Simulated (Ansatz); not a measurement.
# Compressing Ti2O

Computed with Ansatz, DFT r2SCAN, scalar-relativistic, plane waves, PAW. Run with 500 eV cutoff, 18×18×10 k-mesh, Gaussian smearing of 0.10 eV, no spin polarisation.

Reference structure (relaxed):

```
Ti O
1.0
     2.95143    0.00000    0.00000
    -1.47572    2.55602    0.00000
     0.00000    0.00000    4.81400
Ti O
2 1
Direct
  0.66667 0.33333 0.26889
  0.33333 0.66667 0.73111
  0.00000 0.00000 0.00000
```

Cell and atoms are relaxed at each pressure within the symmetry of the start, at zero temperature, so transitions that lower the symmetry aren't seen. The k-mesh given is that at zero pressure and may differ at others. a, b and c are the lengths of the cell vectors above.

```tsv
P (GPa)	V (Å³/atom)	V/V0	a (Å)	b (Å)	c (Å)
-3	12.29	1.016	2.967	2.967	4.836
0	12.11	1.000	2.951	2.951	4.814
3	11.93	0.985	2.936	2.936	4.792
8	11.66	0.963	2.913	2.913	4.759
15	11.33	0.936	2.884	2.884	4.719
30	10.75	0.888	2.831	2.831	4.646
60	9.90	0.818	2.749	2.749	4.538
```

Task: What bulk modulus and pressure derivative fit these points?

Result: A third-order Birch–Murnaghan fit gives B0 = 198 GPa and B0' = 4.1.

Task: Which cell vector or vectors give way most up to 60 GPa?

Result: a and b: the changes are a -6.9 %, b -6.9 %, c -5.7 %.